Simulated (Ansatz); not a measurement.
P:

```
CELL_PARAMETERS angstrom
1.64774 -5.46504 0.00000
1.64774 5.46504 0.00000
0.00000 0.00000 4.54364
ATOMIC_POSITIONS crystal
P 0.90414 0.09586 0.58882
P 0.09586 0.90414 0.41118
P 0.59586 0.40414 0.08882
P 0.40414 0.59586 0.91118
```

Base run:

```yaml
Program: Ansatz 0.2.0
Functional: r2SCAN
Potentials_or_basis: Ansatz PAW
Cutoff: "500 eV (not typed: the program's choice for these potentials)"
k_mesh: 8 × 8 × 6
Occupations: fermi-dirac, width 0.05 eV
Spin: no spin polarisation
```

Its results: pressure 0.7 GPa; largest force 0.090 eV/Å.

Question: The run is repeated on the same cell with these changes: functional from r2SCAN to LDA; cutoff from 500 eV (not typed: the program's choice for these potentials) to 420 eV (not typed: the program's choice for these potentials). What comes out?

Answer: Pressure -2.1 GPa; largest force 0.196 eV/Å.

Caveats: the PAW data sets come from PBE, with cores solved anew for the run's functional, which leaves a small shift of forces and pressure.
